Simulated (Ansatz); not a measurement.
Consider GeTe (space group R3m, No. 160).

```yaml
crystal:
  lattice:
    - [2.11331, 1.22012, 3.63992]
    - [-2.11331, 1.22012, 3.63992]
    - [0.00000, -2.44024, 3.63992]
  atoms:
    - { symbol: Ge, position: [0.23423, 0.23423, 0.23423] }
    - { symbol: Te, position: [0.76577, 0.76577, 0.76577] }
```

Cartesian axes are those of the cell as printed.

(Cell as relaxed with PBE.)

Levels (all Ansatz, an electronic-structure program, PAW): PBE (420 eV, no SOC); r2SCAN (500 eV, scalar-relativistic without spin-orbit coupling).

Each level relaxes its own structure.

| base | PBE | r2SCAN |
|---|---|---|
| volume per atom | 28.16 Å³ | 27.99 Å³ |
| lattice parameter a | 4.227 Å | 4.187 Å |

Modification: biaxial strain +3.81 %, plane normal [001], relaxed out of plane (Cartesian); in-plane vectors clamped, the third vector and the atoms free.

| quantity | PBE | r2SCAN |
|---|---|---|
| mean in-plane stress (compression positive) | -2.9 GPa | (withheld) |
| energy relative to the base (free energy F) | +21 meV/atom | (withheld) |
| out-of-plane strain | -3.47 % | (withheld) |

**Question.** Given the PBE results, estimate those of r2SCAN.

**Answer.** 
- mean in-plane stress (compression positive), r2SCAN: -3.2 GPa
- energy relative to the base (free energy F), r2SCAN: +22 meV/atom
- out-of-plane strain, r2SCAN: -3.70 %

PBE's in-plane stress lies 0.22 GPa above r2SCAN's; PBE's energy relative to the base lies 1.3 meV/atom below r2SCAN's; PBE's out-of-plane strain lies 0.23 % above r2SCAN's. Neither level is exact; r2SCAN is the comparison here, not a measurement.

Stability against distortions was not tested. No dispersion term is included, though the crystal is made of layers, chains or molecules, so its spacings can come out too wide.
